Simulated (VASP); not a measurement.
A run of VASP 6.6.1:

File INCAR:

```
  ALGO = Fast
  EDIFF = 1E-7
  EDIFFG = -0.002
  ENCUT = 520
  GGA = PE
  IBRION = 2
  ISIF = 2
  ISMEAR = 0
  LASPH = T
  LCHARG = F
  LREAL = F
  LWAVE = F
  NELM = 60
  NSW = 80
  PREC = Accurate
  SIGMA = 0.01
```

The input KPOINTS:

```
k-points
0
Gamma
  1 1 1
```

File POSCAR:

```
H
1.0
   10.0000000000      0.0000000000      0.0000000000
    0.0000000000     10.3000000000      0.0000000000
    0.0000000000      0.0000000000     10.6000000000
H
2
Direct
    0.5000000000      0.4854368932      0.4367924528
    0.5000000000      0.4854368932      0.5066037736
```

Potentials or basis: VASP PAW PBE potentials, release 64 (H).

Launch:

```console
$ cat potpaw_PBE.64/H/POTCAR > POTCAR
$ mpirun -np 1 vasp_gam > vasp.out
```

Hardware: 1 thread of AMD EPYC 7R43 64-Core Processor (Zen 3), with other jobs on the host.

Question: Estimate the wall time of this run.

Answer: It took 2.4 min on 1 thread of AMD EPYC 7R43 64-Core Processor (Zen 3) (shared host), peak memory 0.89 GiB. Counts: scf iterations 45, k points 1, ion steps 3.
